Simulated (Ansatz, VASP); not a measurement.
# Ir: VASP beside Ansatz

```
Ir
1.0
     2.71148    0.00000    0.00000
    -1.35574    2.34821    0.00000
     0.00000    0.00000    4.39769
Ir
2
Direct
  0.33333 0.66667 0.25000
  0.66667 0.33333 0.75000
```

Alike in both runs: task single point; functional PBE; k mesh 15 × 15 × 8; occupations fermi-dirac, width 0.1 eV; no spin polarisation.

|  | VASP | Ansatz |
| --- | --- | --- |
| version | VASP 6.6.1 | Ansatz 0.2.0 |
| potentials or method | VASP PAW PBE potentials, release 64 (Ir) | plane waves (420 eV) with PAW, scalar-relativistic |
| plane-wave cutoff (eV) | 520 | 420 |
| valence electrons in the cell | 18 | 34 |

```tsv
	VASP	Ansatz	Ansatz less VASP
pressure (GPa)	16.0	15.3	-0.69
largest component of the traceless stress (GPa)	0.10	0.06	-0.039
```

The two sets of potentials don't hold the same shells in valence.

Caveats: so large a pressure means that the cell lies far from this level's equilibrium, or that cutoff or potentials fall short (VASP). The runs have no spin-orbit coupling, so splittings on Ir are missing.
